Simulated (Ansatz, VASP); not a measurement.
# One calculation of TePb, two programs

Contents of INCAR:

```
SYSTEM = TePb
ALGO     = Normal         ! electronic algorithm
EDIFF    = 1E-6           ! SCF threshold, eV
ENCUT    = 520            ! plane-wave cutoff, eV
GGA      = PS             ! functional
ISIF     = 2              ! what is computed and relaxed
ISMEAR   = -1             ! smearing method
IVDW     = 12             ! dispersion correction
LASPH    = .TRUE.         ! aspherical terms in the spheres
LCHARG   = .TRUE.         ! write CHGCAR
LELF     = .TRUE.         ! ELF
LREAL    = .FALSE.        ! projectors in reciprocal space
LVHAR    = .TRUE.       
LWAVE    = .FALSE.        ! write WAVECAR
NBANDS   = 17             ! bands
NELM     = 60             ! most SCF steps
PREC     = Accurate       ! precision mode
SIGMA    = 0.05           ! smearing width, eV
```

Contents of KPOINTS:

```
k-points
0
G
  7 7 7
  0 0 0
```

The input POSCAR:

```
TePb
1.0
    0.0000000000      3.2735180337      3.2735180337
    3.2735180337      0.0000000000      3.2735180337
    3.2735180337      3.2735180337      0.0000000000
Pb Te
1 1
Direct
    0.0000000000      0.0000000000      0.0000000000
    0.5000000000      0.5000000000      0.5000000000
```

Contents of input.yaml:

```yaml
crystal:
  lattice:
    - [0.0, 3.2735180337, 3.2735180337]
    - [3.2735180337, 0.0, 3.2735180337]
    - [3.2735180337, 3.2735180337, 0.0]
  atoms:
    - { symbol: Pb, position: [0.0, 0.0, 0.0] }
    - { symbol: Te, position: [0.5, 0.5, 0.5] }
hamiltonian:
  xc: pbesol
  pseudopotentials: { kind: paw }
  dispersion: d3bj
kpoints:
  mp_grid: { grid: [7, 7, 7] }
scf:
  occupations: { method: fermi_dirac, width: 0.05 }
output:
  forces: true
  stress: true
  eigenvalues: true
```

Alike in both runs: task single point; functional PBEsol; dispersion D3(BJ); k mesh 7 × 7 × 7; occupations fermi-dirac, width 0.05 eV; no spin polarisation.

```csv
,VASP,Ansatz
version,VASP 6.6.1,Ansatz 0.2.0
potentials or method,"VASP PAW PBE potentials, release 64 (Pb_d, Te)",Ansatz PAW
plane-wave cutoff (eV),520,420
valence electrons in the cell,20,30
```

Ansatz gave:

* gap on the k mesh at the Fermi level (eV): 1.01
* least direct gap on the mesh (eV): 1.01
* pressure (GPa): -3.6
* dispersion energy (meV/atom): -388.4

Problem. What did VASP give for the same quantities?

Solution. gap on the k mesh at the Fermi level (eV): 1.01; least direct gap on the mesh (eV): 1.01; pressure (GPa): -3.7; dispersion energy (meV/atom): -388.3.

The two sets of potentials don't hold the same shells in valence.

Caveats: the PAW data sets were made with another functional, which shifts forces and pressure a little (VASP); the PAW data sets come from PBE, with cores solved anew for the run's functional, which leaves a small shift of forces and pressure (Ansatz). Spin-orbit coupling is left out, which matters for the levels of Pb, Te.
